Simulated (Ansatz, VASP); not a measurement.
**TiAl3 in VASP and in Ansatz**

The input INCAR:

```
PREC = Accurate ; ENCUT = 520
EDIFF = 1E-7 ; ISMEAR = -1
SIGMA = 0.05 ; LREAL = False
LASPH = True ; NELM = 100
ALGO = Normal ; ISIF = 2
LWAVE = False ; LCHARG = False
GGA = PE ; NBANDS = 18
```

KPOINTS

```
Automatic mesh
0
Gamma
  7 7 7
```

POSCAR

```
TiAl3
1.0
    3.9291223209      0.0000000000      0.0000000000
    0.0000000000      3.9291223209      0.0000000000
    0.0000000000      0.0000000000      3.9291223209
Ti Al
1 3
Direct
    0.0000000000      0.0000000000      0.0000000000
    0.0000000000      0.5000000000      0.5000000000
    0.5000000000      0.0000000000      0.5000000000
    0.5000000000      0.5000000000      0.0000000000
```

File input.yaml:

```yaml
crystal:
  lattice:
    - [3.9291223209, 0.0, 0.0]
    - [0.0, 3.9291223209, 0.0]
    - [0.0, 0.0, 3.9291223209]
  atoms:
    - { symbol: Ti, position: [0.0, 0.0, 0.0] }
    - { symbol: Al, position: [0.0, 0.5, 0.5] }
    - { symbol: Al, position: [0.5, 0.0, 0.5] }
    - { symbol: Al, position: [0.5, 0.5, 0.0] }
hamiltonian:
  xc: pbe
  pseudopotentials: { kind: paw }
kpoints:
  mp_grid: { grid: [7, 7, 7] }
scf:
  occupations: { method: fermi_dirac, width: 0.05 }
output:
  forces: true
  stress: true
  eigenvalues: true
  write_density: true
  write_potential: true
  elf: true
  volumetric_format: npy
```

Change from the starting cell: volume scaled by 0.98.

Alike in both runs: task single point; functional PBE; k mesh 7 × 7 × 7; occupations fermi-dirac, width 0.05 eV; no spin polarisation.

```csv
,VASP,Ansatz
version,VASP 6.6.1,Ansatz 0.2.0
potentials or method,"VASP PAW PBE potentials, release 64 (Ti_sv, Al)",Ansatz PAW
plane-wave cutoff (eV),520,420
valence electrons in the cell,21,21
```

|  | VASP | Ansatz | Ansatz less VASP |
| --- | --- | --- | --- |
| gap on the k mesh at the Fermi level (eV) | none | none | - |
| pressure (GPa) | 4.4 | 4.4 | 0.00 |

A gap of «none» marks a metal or a gap that the smearing closes.
